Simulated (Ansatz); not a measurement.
# Mg: how the settings move a single-point run

Aim: see which settings change the result for Mg, by how much, and at what cost.

Method: reference: DFT, PBE, all-electron LAPW, scalar-relativistic, in Ansatz 0.2.0.

## Step 1: The starting structure

Symmetry: P-1, No. 2, triclinic system. Conventional cell: a = 3.155 Å, b = 3.211 Å, c = 5.212 Å, α = 87.73°, β = 86.85°, γ = 61.71°. Mg (site symmetry 1) has 12 Mg at 3.10 to 3.27 Å as nearest neighbours.

As a file:

```cif
data_structure
_symmetry_space_group_name_H-M 'P-1'
_symmetry_Int_Tables_number 2
_cell_length_a 3.1551
_cell_length_b 3.2106
_cell_length_c 5.2124
_cell_angle_alpha 87.732
_cell_angle_beta 86.847
_cell_angle_gamma 61.711
_cell_volume 46.42
loop_
_atom_site_label
_atom_site_type_symbol
_atom_site_symmetry_multiplicity
_atom_site_Wyckoff_symbol
_atom_site_fract_x
_atom_site_fract_y
_atom_site_fract_z
_atom_site_occupancy
Mg1 Mg 2 i 0.66667 0.66667 0.75000 1
```

## Step 2: The reference run

input.yaml reads:

```yaml
crystal:
  lattice:
    - [3.2092715325, -0.0641854306, -0.0641854306]
    - [-1.6602219797, 2.8114033901, -0.0234934982]
    - [-0.1042066, -0.1042066, 5.21033]
  atoms:
    - { symbol: Mg, position: [0.3333333333, 0.6666666667, 0.25] }
    - { symbol: Mg, position: [0.6666666667, 0.3333333333, 0.75] }
kpoints:
  mp_grid: { grid: [12, 12, 7] }
scf:
  occupations: { method: fermi_dirac, width: 0.05 }
hamiltonian:
  xc: pbe
  pseudopotentials: { kind: all_electron, lapw: { basis_error: 0.001 } }
output:
  forces: true
  stress: true
  eigenvalues: true
```

Run with:

```
> ansatz run input.yaml --threads 1 --pin off --max-ram 2048MiB --backend cpu --events-out ev --progress --plain --runs-dir out
```

## Step 3: Changed: mp_grid.grid [6, 6, 4], preconditioner none, dispersion d3bj

input.yaml, as its differences from that of step 2:

```diff
@@ -9,5 +9,6 @@
 kpoints:
-  mp_grid: { grid: [12, 12, 7] }
+  mp_grid: { grid: [6, 6, 4] }
 scf:
   occupations: { method: fermi_dirac, width: 0.05 }
+  mixing: { preconditioner: none }
 hamiltonian:
@@ -15,2 +16,3 @@
   pseudopotentials: { kind: all_electron, lapw: { basis_error: 0.001 } }
+  dispersion: d3bj
 output:
```

What does the calculation give? Wanted: for each run, ending; energy change; pressure; gap; force.

As calculated:

| run | ending | energy change | pressure (GPa) | gap (eV) | force (eV/Å) | cycles | time |
| --- | --- | --- | --- | --- | --- | --- | --- |
| reference | converged | 0 | -0.3 | 0.00 | 0.05 | 6 | 21 s |
| 1: mp_grid.grid [6, 6, 4], preconditioner none, dispersion d3bj | converged | -252.1 meV/atom (offset of the dispersion model) | -2.2 | 0.00 | 0.06 | 6 | 3.3 s |

Residual by cycle in the longest SCF loop of each run; runs are numbered as in the table. The quantity is the density residual dr2, in eV.

```
cycle  reference    run 1
    1     0.0289     0.03
    2      0.014  0.00732
    3     3.2e-4   5.0e-6
    4     9.9e-6   6.0e-7
    5     1.1e-6   2.2e-7
    6     5.7e-8   3.7e-8
```

Changing the k-point mesh, mixing and dispersion term moves the energy by -252.1 meV/atom, and the pressure goes from -0.3 to -2.2 GPa. The dispersion term itself accounts for -280.5 meV/atom of it. Cost: 3.3 s against 21 s.
